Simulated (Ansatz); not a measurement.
# What DFT gives for Si

```yaml
crystal:
  lattice:
    - [0.00000, 2.64834, 0.00000]
    - [2.64834, 0.00000, 0.00000]
    - [1.32417, 1.32417, -2.10226]
  atoms:
    - { symbol: Si, position: [0.00000, 0.00000, 0.00000] }
```

The numbers come from plane-wave PAW DFT (Ansatz): PBE, no spin polarisation, 420 eV, 16×16×16 Γ-centred k points, fermi-dirac occupations (width 0.0251 eV). Nothing was relaxed.

**Electronic structure.** It is a metal, with about 0.44 states/eV a cell as the mean within 0.25 eV of the Fermi level, mostly Si p (69 %) and Si s (23 %).
**Stress.** The pressure is -1.0 GPa (compression positive), so with the atoms held at these fractions the cell would first shrink. The principal stresses -2.1, -2.1, 1.2 GPa differ, so its shape would change too.

Origin: a known structure type with other elements, at an estimated volume, so it need not be a known compound.
